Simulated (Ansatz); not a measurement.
# ZnO: the cost of one run

Method: DFT PBE, scalar-relativistic, plane waves, PAW, in Ansatz 0.2.0.

## 1. The system as given

The structure is tetragonal, space group P4_2/mnm (No. 136). Conventional cell: a = 5.518 Å, b = 5.518 Å, c = 3.259 Å, α = 90.00°, β = 90.00°, γ = 90.00°. Zn (site symmetry m2m) has 4 O at 1.94 to 2.01 Å as nearest neighbours. Around O (site symmetry m2m) lie 4 Zn at 1.94 to 2.01 Å.

Coordinates:

```
CELL_PARAMETERS angstrom
5.51757 0.00000 0.00000
0.00000 5.51757 0.00000
0.00000 0.00000 3.25878
ATOMIC_POSITIONS crystal
Zn 0.18197 0.18197 0.50000
Zn 0.81803 0.81803 0.50000
Zn 0.68197 0.31803 0.00000
Zn 0.31803 0.68197 0.00000
O 0.81725 0.18275 0.50000
O 0.18275 0.81725 0.50000
O 0.68275 0.68275 0.00000
O 0.31725 0.31725 0.00000
```

The structure comes from the Materials Project (structure only).

## 2. Self-consistent density

Input file input.yaml:

```yaml
crystal:
  lattice:
    - [5.51757007, 0.0, 0.0]
    - [0.0, 5.51757007, 0.0]
    - [0.0, 0.0, 3.25877877]
  atoms:
    - { symbol: Zn, position: [0.18197284, 0.18197284, 0.5] }
    - { symbol: Zn, position: [0.81802716, 0.81802716, 0.5] }
    - { symbol: Zn, position: [0.68197284, 0.31802716, 0.0] }
    - { symbol: Zn, position: [0.31802716, 0.68197284, 0.0] }
    - { symbol: O, position: [0.81724723, 0.18275277, 0.5] }
    - { symbol: O, position: [0.18275277, 0.81724723, 0.5] }
    - { symbol: O, position: [0.68275277, 0.68275277, 0.0] }
    - { symbol: O, position: [0.31724723, 0.31724723, 0.0] }
basis:
  ecutwfc: 500
  fft_grid_basis: typed
kpoints:
  mp_grid: { grid: [6, 6, 8] }
hamiltonian:
  xc: pbe
  pseudopotentials: { kind: paw }
scf:
  occupations: { method: gaussian, width: 0.05 }
output:
  forces: true
  stress: true
  eigenvalues: true
  bader: true
  write_density: true
  volumetric_format: npy
  elf: true
```

Launch:

```console
$ ansatz run input.yaml --threads 2 --pin off --max-ram 4096MiB --backend cpu --events-out ev --progress --plain --runs-dir out
```

**Question.** How long does this run take on 2 threads of Arm Neoverse N1, shared host, and how much memory does it need?

About 76 s, with a peak of 0.51 GiB.
